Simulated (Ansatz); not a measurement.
The system is Mg.

```
CELL_PARAMETERS angstrom
3.20930 0.00000 0.00000
-1.60465 2.77934 0.00000
0.00000 0.00000 5.21030
ATOMIC_POSITIONS crystal
Mg 0.66667 0.33333 0.75000
Mg 0.33333 0.66667 0.25000
```

Base run:

```yaml
Program: Ansatz 0.2.0
Functional: LDA
Potentials_or_basis: JTH PAW LDA
Cutoff: 870 eV
Density_cutoff: 4350 eV
k_mesh: 10 × 10 × 5
Occupations: fermi-dirac, width 0.05 eV
Spin: no spin polarisation
```

Its results: band gap on the k mesh none (metal or under the smearing width); pressure -2.3 GPa.

Problem. After a change of settings the same cell gave: band gap on the k mesh none (metal or under the smearing width); pressure 0.8 GPa. Which change was it?
A. functional from LDA to RPBE; potentials or basis from JTH PAW LDA to Ansatz PAW; cutoff from 870 eV to 420 eV (not typed: the program's choice for these potentials)
B. functional from LDA to PBEsol; potentials or basis from JTH PAW LDA to Ansatz PAW; cutoff from 870 eV to 420 eV (not typed: the program's choice for these potentials)
C. functional from LDA to PBE; potentials or basis from JTH PAW LDA to Ansatz PAW; cutoff from 870 eV to 420 eV (not typed: the program's choice for these potentials)
D. functional from LDA to PBE; potentials or basis from JTH PAW LDA to PseudoDojo stringent (PBE files); cutoff from 870 eV to 1143 eV; density cutoff from 4350 eV to 4572 eV

Solution. A.

Caveats: the PAW data sets come from PBE, with cores solved anew for the run's functional, which leaves a small shift of forces and pressure (some runs).
